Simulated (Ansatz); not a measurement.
# CoO (R3m) in Ansatz: further runs

One crystal, CoO, is run at these levels: PBE; tasks: single point, equation of state.

All numbers are computed with Ansatz 0.2.0; they aren't measurements. Logs are shortened: lines on timing, memory, paths and dates and some standing lists are left out, and cuts for length are marked.

**1. The crystal as given**

It takes space group R3m (No. 160, trigonal). The conventional cell has a = 3.204 Å, b = 3.204 Å, c = 7.699 Å, α = 90.00°, β = 90.00°, γ = 120.00°. Co (site symmetry 3m) is surrounded by 4 O at 1.91 to 1.96 Å. O (site symmetry 3m) is surrounded by 4 Co at 1.91 to 1.96 Å.

Measurements of this composition are mostly on another form, of space group No. 225.

**2. Single point, PBE, collinear spin, ferromagnetic start, 10.73 Å³/atom (volume scaled by 0.94)**

File input.yaml:

```yaml
crystal:
  lattice:
    - [1.5695123, 0.9061583489, 2.5140792326]
    - [-1.5695123, 0.9061583489, 2.5140792326]
    - [0.0, -1.8123166978, 2.5140792326]
  atoms:
    - { symbol: Co, position: [0.99897832, 0.99897832, 0.99897832], spin: 2.0 }
    - { symbol: O, position: [0.75102103, 0.75102103, 0.75102103] }
hamiltonian:
  xc: pbe
  pseudopotentials: { kind: paw }
magnetization:
  spin_polarized: true
kpoints:
  mp_grid: { grid: [10, 10, 10] }
scf:
  occupations: { method: fermi_dirac, width: 0.05 }
output:
  forces: true
  stress: true
  eigenvalues: true
```

Potentials or basis: Ansatz PAW.

Command:

```bash
ansatz run input.yaml --threads 2 --pin off --max-ram 5632MiB --backend cpu --events-out ev --progress --plain --runs-dir out
```

The program printed:

```text
Warning: RAYON_NUM_THREADS=2 ignored (pool sized by the plan → 2); use --threads N
Engine: ansatz 0.2.0, aarch64-unknown-linux-gnu
Pseudopotentials: kind: paw
Pseudopotential: Co, paw, valence charge 17, recommended cutoff 420 eV (normal), Co.paw.azcp
Pseudopotential: O, paw, valence charge 6, recommended cutoff 420 eV (normal), O.paw.azcp
Functional definition: PBE
  parameter kappa = 0.804
  parameter beta = 0.06672455060314922
  exchange = pbe_x(kappa = kappa, mu = beta*pi^2/3)
  correlation = pbe_c(beta = beta)
Crystal: 2 atoms, lattice volume = 21.454 Å³
Basis set: ecut = 420 eV, 411 PW (Γ), exchange–correlation on 48×48×48 points (8 copies of the dense FFT grid, shifted against one another)
Bands: 17, of which v1, the nominal top of the filled ones, is band 12 counted from 1 (11 counted from 0)
Symmetry: 6 space group operations
Space group: R3m (ITA 160), of the structure as read, at distance tolerance 2.8e-5 Å
Magnetic group: BNS 160.65 (UNI 1295), of the structure as read, at distance tolerance 2.8e-5 Å
k-points: 116 of 1000 (time reversal used)
Non-local potential: Co, projectors of the file, l = 0: 3, l = 1: 2, l = 2: 3, l = 3: 1
Non-local potential: O, projectors of the file, l = 0: 2, l = 1: 2, l = 2: 1
PAW form: soft (Blöchl's): semilocal exchange-correlation on the pseudo side does not see the compensation charge
PAW one-centre angular grid: Co, 590 points (default); XC on 64 Gauss nodes
PAW one-centre angular grid: O, 110 points (default); XC on 64 Gauss nodes
Initial density: superposition of atomic densities (chi_scale 0.1, normalization cell, long waves kept (reshape's long-wave potential 0.00 eV rms))
Starting moments: Σ|m| = 2 μB on 1 of 2 sites
Initial wavefunctions: pseudopotential atomic-orbital guess
Functional: x = pbe(κ = 0.804, μ = 0.2195149727645171), c = pbe(β = 0.06672455060314922)
SCF iter   1: F=—  HF=-5691.108058 eV  |F-HF|=—  |Δ(HF+E_count)|=         —  Δρ=8.73e-2 (↑8.73e-2 ↓8.07e-2)  dr2=4.04e0  dr2_m=1.18e-1  M=2.060 μB ∫|m|=2.061 μB  β_m=0.30  ethr=3.10e-3  ⟨swp⟩=5.6  Hψ=17821  notcnv=0
Mixer restart at iter 1: flushing history
preconditioner: auto → none  [metal: Δε(μ)=0.003 eV  Ē_g=13.381 eV  σ=0.050 eV  W_gap=0.02  n_scr=8 (ndim 8)  ℏωp=31.0 eV  f_vac=0.000  D(μ)=2.87/eV (n_scr^D=56)  sad-step TF]
SCF iter   2: F=—  HF=-5691.907234 eV  |F-HF|=—  |Δ(HF+E_count)|=   7.99e-1  Δρ=5.76e-2 (↑5.76e-2 ↓4.10e-2)  dr2=7.79e-1  dr2_m=2.81e-1  M=2.333 μB ∫|m|=2.335 μB  β_m=0.40  ethr=3.10e-3  ⟨swp⟩=3.0  Hψ=9582  notcnv=0  defer=71
SCF iter   3: F=—  HF=-5692.270022 eV  |F-HF|=—  |Δ(HF+E_count)|=   3.63e-1  Δρ=2.59e-2 (↑1.58e-2 ↓2.59e-2)  dr2=1.39e-1  dr2_m=3.92e-2  M=2.306 μB ∫|m|=2.309 μB  β_m=0.50  ethr=3.10e-3  ⟨swp⟩=2.0  Hψ=6909  notcnv=0  defer=97
SCF iter   4: F=—  HF=-5692.368043 eV  |F-HF|=—  |Δ(HF+E_count)|=         —  Δρ=8.93e-3 (↑7.02e-3 ↓8.93e-3)  dr2=9.30e-3  dr2_m=8.42e-3  M=2.351 μB ∫|m|=2.356 μB  β_m=0.50  ethr=6.06e-4  ⟨swp⟩=2.4  Hψ=6603  notcnv=0  defer=104
Mixer restart at iter 4: flushing history
SCF iter   5: F=—  HF=-5692.390673 eV  |F-HF|=—  |Δ(HF+E_count)|=   2.26e-2  Δρ=9.14e-3 (↑4.79e-3 ↓9.14e-3)  dr2=8.83e-3  dr2_m=4.98e-3  M=2.374 μB ∫|m|=2.379 μB  β_m=0.75  ethr=4.04e-5  ⟨swp⟩=2.5  Hψ=8559  notcnv=0  defer=131
SCF iter   6: F=—  HF=-5692.403226 eV  |F-HF|=—  |Δ(HF+E_count)|=   1.26e-2  Δρ=6.37e-3 (↑6.37e-3 ↓3.72e-3)  dr2=8.86e-3  dr2_m=1.94e-3  M=2.390 μB ∫|m|=2.395 μB  β_m=0.73  ethr=3.84e-5  ⟨swp⟩=2.0  Hψ=7767  notcnv=0  defer=131
SCF iter   7: F=—  HF=-5692.402303 eV  |F-HF|=—  |Δ(HF+E_count)|=   9.23e-4  Δρ=1.45e-3 (↑3.80e-4 ↓1.45e-3)  dr2=3.64e-4  dr2_m=1.17e-4  M=2.409 μB ∫|m|=2.414 μB  β_m=0.78  ethr=3.84e-5  ⟨swp⟩=2.7  Hψ=8590  notcnv=0  defer=145
SCF iter   8: F=—  HF=-5692.402402 eV  |F-HF|=—  |Δ(HF+E_count)|=   9.87e-5  Δρ=1.05e-3 (↑1.05e-3 ↓4.62e-4)  dr2=4.83e-5  dr2_m=1.06e-4  M=2.414 μB ∫|m|=2.419 μB  β_m=0.89  ethr=1.58e-6  ⟨swp⟩=2.3  Hψ=6894  notcnv=0  defer=145
SCF iter   9: F=—  HF=-5692.402390 eV  |F-HF|=—  |Δ(HF+E_count)|=   1.11e-5  Δρ=3.89e-4 (↑3.89e-4 ↓3.62e-4)  dr2=6.66e-5  dr2_m=6.26e-6  M=2.414 μB ∫|m|=2.419 μB  β_m=0.74  ethr=2.10e-7  ⟨swp⟩=2.0  Hψ=5743  notcnv=0  defer=145
SCF iter  10: F=—  HF=-5692.402446 eV  |F-HF|=—  |Δ(HF+E_count)|=   5.57e-5  Δρ=5.97e-5 (↑5.97e-5 ↓3.12e-5)  dr2=6.69e-7  dr2_m=1.93e-7  M=2.416 μB ∫|m|=2.421 μB  β_m=0.77  ethr=2.10e-7  ⟨swp⟩=2.0  Hψ=5403  notcnv=0  defer=145
SCF iter  11: F=—  HF=-5692.402446 eV  |F-HF|=—  |Δ(HF+E_count)|=   6.77e-8  Δρ=2.99e-5 (↑1.64e-5 ↓2.99e-5)  dr2=3.97e-8  dr2_m=1.00e-7  M=2.415 μB ∫|m|=2.420 μB  β_m=0.88  ethr=2.91e-9  ⟨swp⟩=1.9  Hψ=4915  notcnv=0  defer=145
SCF iter  12: F=-5692.402446 eV  HF=-5692.402446 eV  |F-HF|=1.36e-11  |Δ(HF+E_count)|=   4.26e-9  Δρ=2.03e-6 (↑1.04e-6 ↓2.03e-6)  dr2=3.13e-10  dr2_m=3.27e-10  M=2.415 μB ∫|m|=2.421 μB  ethr=1.73e-10  ⟨swp⟩=4.1  Hψ=14574  notcnv=0
SCF 1 converged in 12 iterations: F = -5692.402446 eV  dr2 = 3.13e-10
SCF converged after 12 iterations
Magnetization: 2.4155 μB (12.7077 up, 10.2923 down)
Absolute magnetization: 2.4205 μB (∫|ρ↑−ρ↓|, with the PAW one-centre terms)
Spin contamination: 0.0158 ħ² per cell (⟨S²⟩ above its minimum at these occupations)
Per-site moments (μB) at R_I (Å): [(1.9420025371057374, 0.7714380382839596), (0.24179773344269878, 0.7714380382839596)]
Free energy (F): -5692.402446 eV
Harris-Foulkes:  -5692.402446 eV  (|F-HF|=1.36e-11)
Internal energy: -5692.384006 eV  (E = F + TS)
E sigma→0 (E₀):  -5692.393226 eV
Entropy (-TS):   -0.018440 eV (-9.220 meV/atom)
Fermi energy:    12.121598 eV
--- Per-component energies (eV) ---
  E_band       = -346.949485
  E_kinetic    = 621.570722
  E_local      = -3785.303953  (includes V_loc(G=0)·N_el)
  E_nonlocal   = 511.954116
  E_hartree    = 1563.956697
  E_xc         = -229.510414
  E_vxc        = -295.004301  (∫ρ·V_xc dr)
  E_paw        = -1676.255720  (= ΣΔE_a)
  E_vpaw       = -528.082485  (= ΣTr[D̂ρ^β])
  E_aug_tail   = 0.002447  (compensation charges beyond the density's cutoff)
  E_ewald      = -2698.797902
  E_smearing   = -0.018440  (= −TS)
  E_closure    = -0.000000  (closes the sum)
  Σ components = -5692.402446   (vs F -5692.402446, Δ=0.00e0)
--- Forces (eV/Å), atoms counted from 1 ---
  atom   1  Co     0.00000000     0.00000000     0.30891250
  atom   2  O     -0.00000000    -0.00000000    -0.30891237
  max |Σ_I F_I| component: 1.31e-7 eV/Å
--- Stress (GPa, compression-positive) ---
        4.931421       0.000000      -0.000000
        0.000000       4.931421      -0.000000
       -0.000000       0.000000      11.209429
  P = ⅓ Tr σ = 7.0241 GPa (70.241 kbar)
--- Band table (eV; the first three rows and the last of 232) ---
  k-point 0 ↑: bands = ["-84.2396", "-47.5452", "-47.5080", "-47.5080", "-8.4538", "5.5547", "5.6030", "5.6030", "10.0297", "10.0297", "12.3663", "12.6427", "12.6427", "12.8189", "26.5715", "26.5715", "27.1796"]
  k-point 1 ↑: bands = ["-84.2394", "-47.5460", "-47.5104", "-47.5084", "-8.3890", "5.4365", "5.6042", "5.6407", "10.0031", "10.0060", "12.1242", "12.5890", "12.7248", "13.1167", "25.5993", "26.6741", "27.2127"]
  k-point 2 ↑: bands = ["-84.2388", "-47.5484", "-47.5164", "-47.5094", "-8.2170", "5.1058", "5.7084", "5.7362", "9.9600", "9.9681", "11.5173", "12.4280", "12.5447", "14.2179", "23.6668", "26.7738", "27.2379"]
  k-point 115 ↓: bands = ["-81.7182", "-45.1305", "-45.0485", "-45.0485", "-7.2547", "5.0935", "6.9082", "6.9082", "11.7541", "11.7541", "12.0957", "13.7500", "13.7500", "18.4773", "20.3363", "26.5515", "26.5515"]
```

Run time: 8.4 s. Hardware: 2 threads of Arm Neoverse V1, shared host; peak memory 0.37 GiB.

What came out:

```
Free energy            : -5692.4024 eV
Pressure               : 7.0 GPa
Largest force          : 0.309 eV/Å
Band gap on the k mesh : none (metal or under the smearing width)
Net moment             : 2.42 μB per cell
Absolute moment        : 2.42 μB per cell
Site moments           : Co +1.94; O +0.24 μB
```

Caveat: the pressure holds a Pulay correction of +0.7 GPa for the finite cutoff; a cell with one magnetic atom can't hold antiferromagnetic order, which such compounds often take; semilocal functionals often make such compounds metallic where correlation or magnetic order opens a gap, which also shifts bond lengths.

**3. Single point, PBE, collinear spin, ferromagnetic start, 10.96 Å³/atom (volume scaled by 0.96)**

input.yaml: that of step 2 with these lines changed.

```diff
@@ -2,5 +2,5 @@
   lattice:
-    - [1.5695123, 0.9061583489, 2.5140792326]
-    - [-1.5695123, 0.9061583489, 2.5140792326]
-    - [0.0, -1.8123166978, 2.5140792326]
+    - [1.5805655677, 0.912539956, 2.5317845992]
+    - [-1.5805655677, 0.912539956, 2.5317845992]
+    - [0.0, -1.825079912, 2.5317845992]
   atoms:
```

Potentials or basis: Ansatz PAW.

Command:

```bash
ansatz run input.yaml --threads 2 --pin off --max-ram 5632MiB --backend cpu --events-out ev --progress --plain --runs-dir out
```

It took 8.3 s on 2 threads of Arm Neoverse V1, shared host; peak memory 0.37 GiB.

The run converged. Its results:

```yaml
Free_energy: -5692.4189 eV
Pressure: 4.6 GPa
Largest_force: 0.292 eV/Å
Band_gap_on_the_k_mesh: none (metal or under the smearing width)
Net_moment: 2.56 μB per cell
Absolute_moment: 2.56 μB per cell
Site_moments: Co +2.05; O +0.26 μB
```

Caveat: the pressure holds a Pulay correction of +0.7 GPa for the finite cutoff; a cell with one magnetic atom can't hold antiferromagnetic order, which such compounds often take; semilocal functionals often make such compounds metallic where correlation or magnetic order opens a gap, which also shifts bond lengths.

**4. Single point, PBE, collinear spin, ferromagnetic start, 11.18 Å³/atom (volume scaled by 0.98)**

input.yaml: that of step 3 with these lines changed.

```diff
@@ -2,5 +2,5 @@
   lattice:
-    - [1.5805655677, 0.912539956, 2.5317845992]
-    - [-1.5805655677, 0.912539956, 2.5317845992]
-    - [0.0, -1.825079912, 2.5317845992]
+    - [1.5914663644, 0.9188335339, 2.5492457344]
+    - [-1.5914663644, 0.9188335339, 2.5492457344]
+    - [0.0, -1.8376670678, 2.5492457344]
   atoms:
```

Command:

```bash
ansatz run input.yaml --threads 2 --pin off --max-ram 5632MiB --backend cpu --events-out ev --progress --plain --runs-dir out
```

Run time: 8.6 s. Hardware: 2 threads of Arm Neoverse V1, shared host; peak memory 0.37 GiB.

The run converged. Its results:

| Property | Result |
| --- | --- |
| Free energy | -5692.4287 eV |
| Pressure | 2.2 GPa |
| Largest force | 0.278 eV/Å |
| Band gap on the k mesh | none (metal or under the smearing width) |
| Net moment | 2.67 μB per cell |
| Absolute moment | 2.68 μB per cell |
| Site moments | Co +2.14; O +0.28 μB |

Caveat: the pressure holds a Pulay correction of +0.7 GPa for the finite cutoff; a cell with one magnetic atom can't hold antiferromagnetic order, which such compounds often take; semilocal functionals often make such compounds metallic where correlation or magnetic order opens a gap, which also shifts bond lengths.

**5. Single point, PBE, collinear spin, ferromagnetic start, 11.41 Å³/atom**

input.yaml: that of step 4 with these lines changed.

```diff
@@ -2,5 +2,5 @@
   lattice:
-    - [1.5914663644, 0.9188335339, 2.5492457344]
-    - [-1.5914663644, 0.9188335339, 2.5492457344]
-    - [0.0, -1.8376670678, 2.5492457344]
+    - [1.6022198417, 0.9250420569, 2.5664708903]
+    - [-1.6022198417, 0.9250420569, 2.5664708903]
+    - [0.0, -1.8500841138, 2.5664708903]
   atoms:
@@ -21 +21,5 @@
   eigenvalues: true
+  write_density: true
+  write_potential: true
+  elf: true
+  volumetric_format: npy
```

Command:

```bash
ansatz run input.yaml --threads 2 --pin off --max-ram 5632MiB --backend cpu --events-out ev --progress --plain --runs-dir out
```

Run time: 11 s. Hardware: 2 threads of Arm Neoverse V1, shared host; peak memory 0.38 GiB.

It converged, with:

| Quantity | Value |
| --- | --- |
| Free energy | -5692.4317 eV |
| Pressure | -0.1 GPa |
| Largest force | 0.260 eV/Å |
| Band gap on the k mesh | none (metal or under the smearing width) |
| Net moment | 2.76 μB per cell |
| Absolute moment | 2.76 μB per cell |
| Site moments | Co +2.20; O +0.30 μB |

Caveat: the pressure holds a Pulay correction of +0.7 GPa for the finite cutoff; a cell with one magnetic atom can't hold antiferromagnetic order, which such compounds often take; semilocal functionals often make such compounds metallic where correlation or magnetic order opens a gap, which also shifts bond lengths.

**6. Single point, PBE, collinear spin, ferromagnetic start, 11.64 Å³/atom (volume scaled by 1.02)**

input.yaml: that of step 5 with these lines changed.

```diff
@@ -2,5 +2,5 @@
   lattice:
-    - [1.6022198417, 0.9250420569, 2.5664708903]
-    - [-1.6022198417, 0.9250420569, 2.5664708903]
-    - [0.0, -1.8500841138, 2.5664708903]
+    - [1.6128308784, 0.9311683418, 2.5834678816]
+    - [-1.6128308784, 0.9311683418, 2.5834678816]
+    - [0.0, -1.8623366835, 2.5834678816]
   atoms:
```

Potentials or basis: Ansatz PAW.

Command:

```bash
ansatz run input.yaml --threads 2 --pin off --max-ram 5632MiB --backend cpu --events-out ev --progress --plain --runs-dir out
```

Wall time 11 s (2 threads of Arm Neoverse V1, shared host); peak memory 0.38 GiB.

The run converged. Its results:

```
Free energy            : -5692.4280 eV
Pressure               : -2.4 GPa
Largest force          : 0.240 eV/Å
Band gap on the k mesh : none (metal or under the smearing width)
Net moment             : 2.82 μB per cell
Absolute moment        : 2.83 μB per cell
Site moments           : Co +2.25; O +0.31 μB
```

Caveat: the pressure holds a Pulay correction of +0.6 GPa for the finite cutoff; a cell with one magnetic atom can't hold antiferromagnetic order, which such compounds often take; semilocal functionals often make such compounds metallic where correlation or magnetic order opens a gap, which also shifts bond lengths.

**7. Single point, PBE, collinear spin, ferromagnetic start, 11.87 Å³/atom (volume scaled by 1.04)**

input.yaml: that of step 6 with these lines changed.

```diff
@@ -2,5 +2,5 @@
   lattice:
-    - [1.6128308784, 0.9311683418, 2.5834678816]
-    - [-1.6128308784, 0.9311683418, 2.5834678816]
-    - [0.0, -1.8623366835, 2.5834678816]
+    - [1.6233040996, 0.9372150589, 2.6002441171]
+    - [-1.6233040996, 0.9372150589, 2.6002441171]
+    - [0.0, -1.8744301178, 2.6002441171]
   atoms:
@@ -21,5 +21 @@
   eigenvalues: true
-  write_density: true
-  write_potential: true
-  elf: true
-  volumetric_format: npy
```

Command:

```bash
ansatz run input.yaml --threads 2 --pin off --max-ram 5632MiB --backend cpu --events-out ev --progress --plain --runs-dir out
```

Run time: 9.9 s. Hardware: 2 threads of Arm Neoverse V1, shared host; peak memory 0.38 GiB.

The run converged. Its results:

| Item | Value |
| --- | --- |
| Free energy | -5692.4181 eV |
| Pressure | -4.6 GPa |
| Largest force | 0.219 eV/Å |
| Band gap on the k mesh | none (metal or under the smearing width) |
| Net moment | 2.87 μB per cell |
| Absolute moment | 2.87 μB per cell |
| Site moments | Co +2.29; O +0.32 μB |

Caveat: the pressure holds a Pulay correction of +0.6 GPa for the finite cutoff; a cell with one magnetic atom can't hold antiferromagnetic order, which such compounds often take; semilocal functionals often make such compounds metallic where correlation or magnetic order opens a gap, which also shifts bond lengths.

**8. Single point, PBE, collinear spin, ferromagnetic start, 12.10 Å³/atom (volume scaled by 1.06)**

input.yaml: that of step 7 with these lines changed.

```diff
@@ -2,5 +2,5 @@
   lattice:
-    - [1.6233040996, 0.9372150589, 2.6002441171]
-    - [-1.6233040996, 0.9372150589, 2.6002441171]
-    - [0.0, -1.8744301178, 2.6002441171]
+    - [1.6336438949, 0.9431847425, 2.6168066281]
+    - [-1.6336438949, 0.9431847425, 2.6168066281]
+    - [0.0, -1.886369485, 2.6168066281]
   atoms:
@@ -21 +21,5 @@
   eigenvalues: true
+  write_density: true
+  write_potential: true
+  elf: true
+  volumetric_format: npy
```

Command:

```bash
ansatz run input.yaml --threads 2 --pin off --max-ram 5632MiB --backend cpu --events-out ev --progress --plain --runs-dir out
```

It took 11 s on 2 threads of Arm Neoverse V1, shared host; peak memory 0.39 GiB.

The run converged. Its results:

```
Free energy            : -5692.4023 eV
Pressure               : -6.5 GPa
Largest force          : 0.200 eV/Å
Band gap on the k mesh : none (metal or under the smearing width)
Net moment             : 2.91 μB per cell
Absolute moment        : 2.91 μB per cell
Site moments           : Co +2.33; O +0.33 μB
```

Caveat: the pressure holds a Pulay correction of +0.6 GPa for the finite cutoff; a cell with one magnetic atom can't hold antiferromagnetic order, which such compounds often take; semilocal functionals often make such compounds metallic where correlation or magnetic order opens a gap, which also shifts bond lengths.

**9. Equation of state, PBE, collinear spin, ferromagnetic start**

Potentials or basis: Ansatz PAW.

No new run: the results of the series are fitted here.

Results:

```
Equilibrium volume                        : 11.40 Å³/atom (rough: see the caveat)
Bulk modulus at fixed shape and positions : 115 GPa (rough)
```

Energy against volume, from the lowest point:
| volume (Å³/atom) | energy (meV/atom) |
| --- | --- |
| 10.727 | 14.62 |
| 10.955 | 6.37 |
| 11.183 | 1.49 |
| 11.411 | 0.00 |
| 11.640 | 1.83 |
| 11.868 | 6.78 |
| 12.096 | 14.72 |

Caveat: the fit is doubtful: noisy points or a state that changes with volume; the cell was scaled at fixed shape and fractional positions, which overstates the stiffness of a crystal with free parameters, most of all of layers and chains.
